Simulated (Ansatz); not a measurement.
# ZrC (Fm-3m) in Ansatz: a series of runs

The runs below take ZrC through projected density of states, density of states, with PBE+U, PBE.

Everything below comes from runs of Ansatz 0.2.0. Logs are shortened: lines on timing, memory, paths and dates and some standing lists are left out, and cuts for length are marked.

### Step 1. The crystal as given

It takes space group Fm-3m (No. 225, cubic). The conventional cell has a = 4.730 Å, b = 4.730 Å, c = 4.730 Å, α = 90.00°, β = 90.00°, γ = 90.00°. Zr (site symmetry m-3m) is surrounded by 6 C at 2.37 Å. C (site symmetry m-3m) is surrounded by 6 Zr at 2.37 Å.

### Step 2. Projected density of states, PBE+U, spin-orbit coupling, no magnetisation

Input file input.yaml:

```yaml
crystal:
  lattice:
    - [0.0, 2.365, 2.365]
    - [2.365, 0.0, 2.365]
    - [2.365, 2.365, 0.0]
  atoms:
    - { symbol: Zr, position: [0.5, 0.5, 0.5] }
    - { symbol: C, position: [0.0, 0.0, 0.0] }
hamiltonian:
  xc: pbe
  pseudopotentials: { kind: nc_fr, accuracy: stringent, xc_functional: pbesol }
  hubbard: { sites: [{ species: Zr, l: d, u_eff: 4.0 }], double_counting: fll }
magnetization:
  noncollinear: true
  spin_orbit: true
kpoints:
  mp_grid: { grid: [10, 10, 10] }
scf:
  occupations: { method: cold, width: 0.15 }
  n_extra_bands: 6
  mixing: { preconditioner: local_kerker }
output:
  forces: true
  stress: true
  eigenvalues: true
  dos: { projected: true, de: 0.05, nscf_kmesh: { grid: [15, 15, 15] } }
```

Potentials or basis: PseudoDojo stringent (PBEsol files).

Launch:

```
$ ansatz run input.yaml --threads 1 --pin off --max-ram 2560MiB --backend cpu --events-out ev --progress --plain --runs-dir out
```

Standard output:

```text
Warning: The stringent table, which hamiltonian.pseudopotentials names, holds the potential of the library's standard table for Zr, C (one content_sha256, or a second file that the publisher made of the same generator input, which states another). The run takes no other species from the library, so that hamiltonian.pseudopotentials.accuracy: standard would change no potential of it. The deck needs no change, but a comparison with a run at hamiltonian.pseudopotentials.accuracy: standard does not test the potential of Zr, C. To test it, run on another potential, such as that of hamiltonian.pseudopotentials: {kind: paw}
Warning: RAYON_NUM_THREADS=1 ignored (pool sized by the plan → 1); use --threads N
scf.n_extra_bands = 6 over 16 filled bands (N_el = 16.0): the run solves 22 bands
Engine: ansatz 0.2.0, x86_64-unknown-linux-gnu
Pseudopotentials: kind: nc_fr
Pseudopotential: Zr, nc_fr, valence charge 12, recommended cutoff 897.975746 eV (normal), Zr.nc_fr.azcp (PseudoDojo's, or run here from an input of PseudoDojo's; its table is named by hamiltonian.pseudopotentials.accuracy)
Pseudopotential: C, nc_fr, valence charge 4, recommended cutoff 1115.666836 eV (normal), C.nc_fr.azcp (PseudoDojo's, or run here from an input of PseudoDojo's; its table is named by hamiltonian.pseudopotentials.accuracy)
Functional definition: PBE
  parameter kappa = 0.804
  parameter beta = 0.06672455060314922
  exchange = pbe_x(kappa = kappa, mu = beta*pi^2/3)
  correlation = pbe_c(beta = beta)
non-collinear run that drives no moment, with spin-orbit: no starting moment large enough to seed its density (crystal.atoms[].spin), no starting occupations that ask for one, no magnetisation constraint and no magnetic field, so the semilocal B_xc is pinned to zero
Crystal: 2 atoms, lattice volume = 26.456 Å³
Basis set: ecut = 1115.666836 eV, 2229 PW (Γ), exchange–correlation on 80×80×80 points (8 copies of the dense FFT grid, shifted against one another)
Bands: 22, of which v1, the nominal top of the filled ones, is band 16 counted from 1 (15 counted from 0)
Symmetry: 48 space group operations + 48 with time reversal
Magnetic group: BNS 225.117 (UNI 1619), of the structure as read, at distance tolerance 3.0e-5 Å
k-points: 47 of 1000
Projection manifold: j_resolved (fully-relativistic pseudo-atomic orbitals)
Non-local potential: Zr, projectors of the file, l = 0: 2, l = 1: 4, l = 2: 4
Non-local potential: C, projectors of the file, l = 0: 2, l = 1: 4
Initial density: superposition of atomic densities (chi_scale 0.1, normalization cell, long waves kept (reshape's long-wave potential 0.00 eV rms))
Initial wavefunctions: pseudopotential atomic-orbital guess
Functional: x = pbe(κ = 0.804, μ = 0.2195149727645171), c = pbe(β = 0.06672455060314922)
spin=Noncollinear: local-Kerker preconditioning applied to the charge; magnetization (m_x, m_y, m_z) channels mix plain (no charge-response kernel on spin).
SCF iter   1: F=—  HF=-1542.151628 eV  |F-HF|=—  |Δ(HF+E_count)|=         —  Δρ=1.25e-1  dr2=6.32e0  dr2_m=0.00e0 (ungated)  ethr=3.10e-3  |M|=0.00e0 ∫|m|=0.00e0 μB  |m|>n=0.0e0 m-floor=0.0e0 τ_xc=0.0e0  β_m=0.30  ⟨swp⟩=6.0  Hψ=5720  notcnv=0
SCF iter   2: F=—  HF=-1541.078654 eV  |F-HF|=—  |Δ(HF+E_count)|=    1.07e0  S|Δr|=    0.00e0  Δρ=6.20e-2  dr2=1.58e0  dr2_m=0.00e0 (ungated)  ethr=3.10e-3  |M|=0.00e0 ∫|m|=0.00e0 μB  |m|>n=0.0e0 m-floor=0.0e0 τ_xc=0.0e0  β_m=0.45  ⟨swp⟩=2.9  Hψ=2108  notcnv=0  defer=82
SCF iter   3: F=—  HF=-1540.837805 eV  |F-HF|=—  |Δ(HF+E_count)|=   2.41e-1  S|Δr|=    0.00e0  Δρ=1.92e-2  dr2=4.28e-2  dr2_m=0.00e0 (ungated)  ethr=3.10e-3  |M|=0.00e0 ∫|m|=0.00e0 μB  |m|>n=0.0e0 m-floor=0.0e0 τ_xc=0.0e0  β_m=0.72  ⟨swp⟩=3.7  Hψ=1906  notcnv=0  defer=82
SCF iter   4: F=—  HF=-1540.880136 eV  |F-HF|=—  |Δ(HF+E_count)|=   4.23e-2  S|Δr|=    0.00e0  Δρ=3.83e-3  dr2=1.94e-3  dr2_m=0.00e0 (ungated)  ethr=2.67e-4  |M|=0.00e0 ∫|m|=0.00e0 μB  |m|>n=0.0e0 m-floor=0.0e0 τ_xc=0.0e0  β_m=0.71  ⟨swp⟩=2.3  Hψ=1578  notcnv=0  defer=72
SCF iter   5: F=—  HF=-1540.880305 eV  |F-HF|=—  |Δ(HF+E_count)|=   1.68e-4  S|Δr|=    0.00e0  Δρ=1.28e-3  dr2=3.89e-4  dr2_m=0.00e0 (ungated)  ethr=1.21e-5  |M|=0.00e0 ∫|m|=0.00e0 μB  |m|>n=0.0e0 m-floor=0.0e0 τ_xc=0.0e0  β_m=0.85  ⟨swp⟩=2.2  Hψ=1336  notcnv=0  defer=72
SCF iter   6: F=—  HF=-1540.880379 eV  |F-HF|=—  |Δ(HF+E_count)|=   7.45e-5  S|Δr|=    0.00e0  Δρ=1.07e-4  dr2=2.12e-6  dr2_m=0.00e0 (ungated)  ethr=2.43e-6  |M|=0.00e0 ∫|m|=0.00e0 μB  |m|>n=0.0e0 m-floor=0.0e0 τ_xc=0.0e0  β_m=0.85  ⟨swp⟩=2.1  Hψ=1322  notcnv=0  defer=72
SCF iter   7: F=—  HF=-1540.880347 eV  |F-HF|=—  |Δ(HF+E_count)|=   3.26e-5  S|Δr|=    0.00e0  Δρ=3.92e-5  dr2=2.59e-7  dr2_m=0.00e0 (ungated)  ethr=1.33e-8  |M|=0.00e0 ∫|m|=0.00e0 μB  |m|>n=0.0e0 m-floor=0.0e0 τ_xc=0.0e0  β_m=0.92  ⟨swp⟩=2.2  Hψ=1714  notcnv=0  defer=72
SCF iter   8: F=-1540.880347 eV  HF=-1540.880347 eV  |F-HF|=1.91e-10  |Δ(HF+E_count)|=   4.55e-8  S|Δr|=    0.00e0  Δρ=7.34e-6  dr2=2.56e-9  dr2_m=0.00e0 (ungated)  ethr=6.25e-10  |M|=0.00e0 ∫|m|=0.00e0 μB  |m|>n=0.0e0 m-floor=0.0e0 τ_xc=0.0e0  ⟨swp⟩=11.7  Hψ=6014  notcnv=0
SCF 1 converged in 8 iterations: F = -1540.880347 eV  dr2 = 2.56e-9
NSCF: frozen V_eff on 120 k-points
SCF converged after 8 iterations
Stability not checked: this state was not tested for a lower state beside it, because cold or Methfessel-Paxton smearing, or corrected tetrahedra, fill the levels in a way that the test cannot read (fill_not_monotonic; see scf.lower_state_search)
Magnetization: |M| = 0.0000 μB,  M = (+0.0000, +0.0000, +0.0000) μB
Absolute magnetization: 0.0000 μB (∫|m|)
  site 0: m = (+0.0000, +0.0000, +0.0000) μB, |m| = 0.0000 μB  (R = 0.98 Å)
  site 1: m = (+0.0000, +0.0000, +0.0000) μB, |m| = 0.0000 μB  (R = 0.98 Å)
Free energy (F): -1540.880347 eV
Harris-Foulkes:  -1540.880347 eV  (|F-HF|=1.91e-10)
Internal energy: -1540.881759 eV  (E = F + TS)
E sigma→0 (E₀):  -1540.880817 eV
Entropy (-TS):   0.001412 eV (0.706 meV/atom)
Fermi energy:    15.174863 eV
Step filling:    the computed levels leave a gap of 0.2557 eV = 1.7 smearing widths at the electron count; against every level under it full and every level over it empty, smearing changes F+E_penalty+E_count by +0.744 meV and its σ→0 estimate by +0.273 meV
--- Per-component energies (eV) ---
  E_band       = -51.485192
  E_kinetic    = 499.825168
  E_local      = -748.657077  (includes V_loc(G=0)·N_el)
  E_nonlocal   = 138.915673
  E_hartree    = 173.059050
  E_xc         = -331.943107
  E_vxc        = -289.969948  (∫ρ·V_xc dr)
  E_hubbard    = 3.782361  (on-site DFT+U / exact-exchange correction)
  E_vhub       = 2.282856  (the Hubbard potential's part of the band-sum identity)
  E_ewald      = -1275.863827
  E_smearing   = 0.001412  (= −TS)
  E_closure    = 0.000000  (closes the sum)
  Σ components = -1540.880347   (vs F -1540.880347, Δ=0.00e0)
--- Hubbard shell moments (per corrected site; Tr N, ν in electrons; μ in μ_B) ---
  shell 0: Tr N=2.6409  μ_S=(-0.0000, -0.0000, +0.0000)  μ_L=(-0.0000, +0.0000, +0.0000)  μ=(-0.0000, -0.0000, +0.0000)  ν=0.0095 (axis n/a)
--- Forces (eV/Å), atoms counted from 1 ---
  atom   1  Zr    -0.00000000     0.00000000     0.00000000
  atom   2  C     -0.00000000     0.00000000    -0.00000000
  max |Σ_I F_I| component: 1.83e-24 eV/Å
--- Stress (GPa, compression-positive) ---
        2.979563      -0.000000       0.000000
        0.000000       2.979563       0.000000
        0.000000      -0.000000       2.979563
  P = ⅓ Tr σ = 2.9796 GPa (29.796 kbar)
--- Band table (eV; the first three rows and the last of 47) ---
  k-point 0: bands = ["-33.9193", "-33.9193", "-12.8460", "-12.8460", "-11.0321", "-11.0321", "-11.0321", "-11.0321", "3.6975", "3.6975", "15.9540", "15.9540", "16.0139", "16.0139", "16.0139", "16.0139", "16.7283", "16.7283", "16.7283", "16.7283", "16.8259", "16.8259"]
  k-point 1: bands = ["-33.9106", "-33.9106", "-12.8726", "-12.8726", "-11.0891", "-11.0891", "-11.0394", "-11.0394", "3.9181", "3.9181", "14.9087", "14.9087", "15.0766", "15.0766", "15.0786", "15.0786", "17.0514", "17.0514", "17.0592", "17.0592", "17.3408", "17.3408"]
  k-point 2: bands = ["-33.8858", "-33.8858", "-12.9466", "-12.9466", "-11.2294", "-11.2294", "-11.0584", "-11.0584", "4.5316", "4.5316", "13.3265", "13.3265", "13.9117", "13.9117", "13.9265", "13.9265", "17.6740", "17.6740", "17.6830", "17.6830", "17.8554", "17.8554"]
  k-point 46: bands = ["-33.7978", "-33.7978", "-13.1910", "-13.1910", "-11.5195", "-11.5195", "-11.3686", "-11.3686", "5.7713", "5.7713", "12.6419", "12.6419", "12.7753", "12.7753", "13.0063", "13.0063", "17.7387", "17.7387", "19.4891", "19.4891", "21.0978", "21.0978"]
Occupation matrices written to <dir>
```

dos.tsv:

```text
# E-E_F[eV]	g_bin_mean(E)[states/eV]	N(E)
# format = ansatz-dos/2
# fermi_ev = 15.227644
# fermi_mp_grid = 15 15 15
# fermi_mp_shift = 0 0 0
# nscf_kmesh_grid = 15 15 15
# nscf_kmesh_shift = 0 0 0
# levels_connected = by_index
# tetrahedron_fermi_ev = 15.253595
# g_bin_mean(E): the states in a bin one row spacing wide, centred on E, divided by that spacing. States that the method places at a single energy (under output.dos.method: tetrahedron, those of a tetrahedron whose four corners have one energy) are counted whole in the row whose bin holds that energy (on the edge of two bins, in the lower row). The sum of g_bin_mean over a run of rows, times the row spacing, is the number of states from half a spacing under the first of them to half a spacing over the last (a plain sum, not the trapezoid rule).
-49.646895	0.000000e0	0.000000e0
-49.596895	0.000000e0	0.000000e0
-49.546895	0.000000e0	0.000000e0
-49.496895	0.000000e0	0.000000e0
-49.446895	0.000000e0	0.000000e0
-49.396895	0.000000e0	0.000000e0
[... 1114 lines left out ...]
6.353105	0.000000e0	2.200000e1
6.403105	0.000000e0	2.200000e1
```

occupation_matrices:

```text
# The occupation matrices of the corrected shells as a run of Ansatz 0.0.0 ended. An entry of
[... 31 lines left out ...]
      - [[5.929230630780102e-21, -7.665648172651418e-20], [6.945670167485263e-20, -0.0015874076355998816], [-0.0015874076355998816, 8.470329472543003e-22], [1.376428539288238e-21, -1.6728900708272432e-20], [0.0, 0.0], [1.0842021724855044e-19, -2.278518628114068e-19], [-5.095750210681871e-18, -1.3129010682441655e-20], [-8.402566836762659e-19, -4.235164736271502e-21], [-2.303929616531697e-19, 0.002939909397024056], [0.20512339236833746, -7.83036536159823e-54]]
```

It took 29 s on 1 thread of INTEL XEON PLATINUM 8581C at 2.30GHz (Emerald Rapids), shared host; peak memory 0.88 GiB.

Results:

| Quantity | Value |
| --- | --- |
| Free energy | -1540.8803 eV |
| Pressure | 3.0 GPa |
| Band gap on the k mesh | none (metal or under the smearing width) |
| Density of states at the Fermi level | 0.22 states/eV per cell |

Levels at points of the mesh, in eV from the Fermi level:
```tsv
k point	band 13	band 14	band 15	band 16	band 17	band 18	band 19	band 20
(0.00, 0.00, 0.00)	0.84	0.84	0.84	0.84	1.55	1.55	1.55	1.55
(0.00, 0.00, -0.50)	-2.89	-2.89	-2.87	-2.87	4.77	4.77	4.78	4.78
(0.00, -0.50, -0.50)	-1.15	-1.15	-0.21	-0.21	-0.09	-0.09	4.23	4.23
```

States per cell in windows of 1 eV (zero at the Fermi level; states under -8 eV left out):
```
from (eV)  total  Zr 4d j=2.5  Zr 4d j=1.5  C 2p j=1.5  C 2p j=0.5  Zr 5s j=0.5  C 2s j=0.5
     -8.0   0.00         0.00         0.00        0.00        0.00         0.00        0.00
     -7.0   0.00         0.00         0.00        0.00        0.00         0.00        0.00
     -6.0   0.01         0.00         0.00        0.00        0.00         0.00        0.00
     -5.0   0.50         0.10         0.07        0.17        0.08         0.05        0.01
     -4.0   1.04         0.18         0.13        0.40        0.18         0.09        0.02
     -3.0   2.59         0.57         0.40        1.00        0.50         0.02        0.03
     -2.0   1.39         0.35         0.24        0.48        0.27         0.00        0.01
     -1.0   0.45         0.08         0.06        0.19        0.10         0.00        0.00
      0.0   0.26         0.08         0.05        0.09        0.04         0.00        0.00
      1.0   0.52         0.22         0.15        0.08        0.04         0.00        0.01
      2.0   0.79         0.35         0.25        0.09        0.05         0.01        0.01
      3.0   1.08         0.51         0.37        0.09        0.05         0.02        0.02
      4.0   1.76         0.87         0.63        0.12        0.06         0.02        0.03
      5.0   1.61         0.76         0.59        0.14        0.06         0.03        0.01
      6.0   0.00         0.00         0.00        0.00        0.00         0.00        0.00
      7.0   0.00         0.00         0.00        0.00        0.00         0.00        0.00
```

Caveat: the potentials were made for another functional, which shifts forces and pressure; U without spin polarisation on a metal has little footing; the U is typed as a test and isn't derived for this compound.

### Step 3. Density of states, PBE, non-collinear spin, ferromagnetic start, spin-orbit coupling

Input file input.yaml:

```yaml
crystal:
  lattice:
    - [0.0, 2.365, 2.365]
    - [2.365, 0.0, 2.365]
    - [2.365, 2.365, 0.0]
  atoms:
    - { symbol: Zr, spin: 0.5, spin_axis: [0.5, 0.0, 0.0], position_ang: [2.365, 2.365, 2.365] }
    - { symbol: C, position_ang: [0.0, 0.0, 0.0] }
  symmetry: { detect: false }
hamiltonian:
  xc: pbe
  pseudopotentials: { kind: nc_fr, accuracy: standard }
magnetization:
  noncollinear: true
  spin_orbit: true
kpoints:
  mp_grid: { grid: [10, 10, 10] }
scf:
  occupations: { method: fermi_dirac, width: 0.05 }
  n_extra_bands: 6
output:
  forces: true
  stress: true
  eigenvalues: true
  dos: { projected: false, de: 0.05, nscf_kmesh: { grid: [15, 15, 15] } }
  write_density: true
  write_potential: true
  elf: true
  volumetric_format: npy
accuracy: medium
```

Potentials or basis: PseudoDojo standard (PBE files).

Launch:

```
$ ansatz run input.yaml --threads 1 --pin off --max-ram 2560MiB --backend cpu --events-out ev --progress --plain --runs-dir out
```

Standard output:

```text
Warning: output.stress: scf.convergence.dr2_threshold = 1e-7 eV (the SCF's general default) is looser than the 2e-10 eV advised for a printed stress (1e-10 eV for each atom of the cell: 2). What an SCF threshold leaves in a stress goes as its square root, and in the free energy as the threshold itself, and one threshold admits the most on a small cell: of the crystals measured, under no hybrid functional and no lock of the moments, on runs that ended without the residual-converged pass, on stresses that held no estimate of that error, the worst erred by over 100 MPa in a component at 1e-7 eV an atom and by under 5 at 1e-10. Set scf.convergence.dr2_threshold to 2e-10 eV or tighter. The threshold is an SCF's pass mark: one that does not reach it within its budget of iterations ends unconverged, or closes short of it on a stop that the run arms, and scf.convergence.dr2_threshold's page says what that costs each kind of run
Warning: RAYON_NUM_THREADS=1 ignored (pool sized by the plan → 1); use --threads N
scf.n_extra_bands = 6 over 16 filled bands (N_el = 16.0): the run solves 22 bands
[... 9 set-up lines as earlier in the session ...]
Crystal: 2 atoms, lattice volume = 26.456 Å³
Basis set: ecut = 1115.666836 eV, 2229 PW (Γ), exchange–correlation on 80×80×80 points (8 copies of the dense FFT grid, shifted against one another)
Bands: 22, of which v1, the nominal top of the filled ones, is band 16 counted from 1 (15 counted from 0)
Symmetry: 1 space group operations
k-points: 1000
[... 47 lines left out ...]
  E_nonlocal   = 140.465164
  E_hartree    = 173.414343
  E_xc         = -330.944402
  E_vxc        = -289.526915  (∫ρ·V_xc dr)
  E_ewald      = -1275.863827
  E_smearing   = -0.002546  (= −TS)
  E_closure    = 0.000000  (closes the sum)
  Σ components = -1543.086728   (vs F -1543.086728, Δ=0.00e0)
--- Forces (eV/Å), atoms counted from 1 ---
  atom   1  Zr     0.00000001    -0.00000001    -0.00000002
  atom   2  C     -0.00000001     0.00000001     0.00000004
  max |Σ_I F_I| component: 1.28e-8 eV/Å
--- Stress (GPa, compression-positive) ---
       -2.669383      -0.000000       0.000000
       -0.000000      -2.669383       0.000000
        0.000000       0.000000      -2.669383
  P = ⅓ Tr σ = -2.6694 GPa (-26.694 kbar)
--- Band table (eV; the first three rows and the last of 1000) ---
  k-point 0: bands = ["-33.4957", "-33.4957", "-12.4530", "-12.4530", "-10.6618", "-10.6618", "-10.6618", "-10.6618", "3.4203", "3.4203", "15.5640", "15.5640", "15.6236", "15.6236", "15.6236", "15.6236", "15.7281", "15.7281", "15.7281", "15.7281", "15.8012", "15.8012"]
  k-point 1: bands = ["-33.4869", "-33.4869", "-12.4813", "-12.4813", "-10.7221", "-10.7221", "-10.6693", "-10.6693", "3.6389", "3.6389", "14.3117", "14.3117", "14.6038", "14.6038", "14.6088", "14.6088", "16.1156", "16.1156", "16.1190", "16.1190", "16.5552", "16.5552"]
  k-point 2: bands = ["-33.4637", "-33.4637", "-12.5597", "-12.5597", "-10.8696", "-10.8696", "-10.6890", "-10.6890", "4.2411", "4.2411", "12.7346", "12.7346", "13.4291", "13.4291", "13.4406", "13.4406", "16.7523", "16.7523", "16.7535", "16.7535", "17.1157", "17.1157"]
  k-point 999: bands = ["-33.4869", "-33.4869", "-12.4813", "-12.4813", "-10.7221", "-10.7221", "-10.6693", "-10.6693", "3.6389", "3.6389", "14.3117", "14.3117", "14.6038", "14.6038", "14.6088", "14.6088", "16.1156", "16.1156", "16.1190", "16.1190", "16.5552", "16.5552"]
```

dos.tsv:

```text
# E-E_F[eV]	g_bin_mean(E)[states/eV]	N(E)
# format = ansatz-dos/2
# fermi_ev = 14.661099
# fermi_mp_grid = 15 15 15
# fermi_mp_shift = 0 0 0
# nscf_kmesh_grid = 15 15 15
# nscf_kmesh_shift = 0 0 0
# levels_connected = by_index
# tetrahedron_fermi_ev = 14.713222
# g_bin_mean(E): the states in a bin one row spacing wide, centred on E, divided by that spacing. States that the method places at a single energy (under output.dos.method: tetrahedron, those of a tetrahedron whose four corners have one energy) are counted whole in the row whose bin holds that energy (on the edge of two bins, in the lower row). The sum of g_bin_mean over a run of rows, times the row spacing, is the number of states from half a spacing under the first of them to half a spacing over the last (a plain sum, not the trapezoid rule).
-48.656795	0.000000e0	0.000000e0
-48.606795	0.000000e0	0.000000e0
-48.556795	0.000000e0	0.000000e0
-48.506795	0.000000e0	0.000000e0
-48.456795	0.000000e0	0.000000e0
-48.406795	0.000000e0	0.000000e0
[... 1087 lines left out ...]
5.993205	0.000000e0	2.200000e1
6.043205	0.000000e0	2.200000e1
```

Wall time 13 min (1 thread of INTEL XEON PLATINUM 8581C at 2.30GHz (Emerald Rapids), shared host); peak memory 2.2 GiB.

What came out:

| Quantity | Value |
| --- | --- |
| Free energy | -1543.0867 eV |
| Pressure | -2.7 GPa |
| Band gap on the k mesh | none (metal or under the smearing width) |
| Net moment | 0.00 μB per cell |
| Absolute moment | 0.00 μB per cell |
| Density of states at the Fermi level | 0.21 states/eV per cell |

Levels at points of the mesh, in eV from the Fermi level:
```tsv
k point	band 14	band 15	band 16	band 17	band 18	band 19
(0.00, 0.00, 0.00)	0.94	0.94	0.94	1.05	1.05	1.05
(0.00, 0.00, -0.50)	-2.90	-2.88	-2.88	4.38	4.38	4.39
(0.00, -0.50, 0.00)	-2.90	-2.88	-2.88	4.38	4.38	4.39
(0.00, -0.50, -0.50)	-1.71	-0.03	-0.03	0.09	0.09	4.34
(-0.50, 0.00, 0.00)	-2.90	-2.88	-2.88	4.38	4.38	4.39
(-0.50, 0.00, -0.50)	-1.71	-0.03	-0.03	0.09	0.09	4.34
(-0.50, -0.50, 0.00)	-1.71	-0.03	-0.03	0.09	0.09	4.34
(-0.50, -0.50, -0.50)	-2.90	-2.88	-2.88	4.38	4.38	4.39
```

States per cell in windows of 1 eV (zero at the Fermi level; states under -8 eV left out):
```tsv
from (eV)	total
-8.0	0.00
-7.0	0.00
-6.0	0.03
-5.0	0.54
-4.0	0.98
-3.0	2.87
-2.0	1.19
-1.0	0.40
0.0	0.39
1.0	0.64
2.0	0.92
3.0	1.19
4.0	1.94
5.0	0.92
6.0	0.00
7.0	0.00
```

Moments on the atoms (μB; x, y, z):
```
Zr  0.00 0.00 0.00
C   0.00 0.00 0.00
```

Caveat: the starting moments weren't kept; the thresholds are loose for stress.
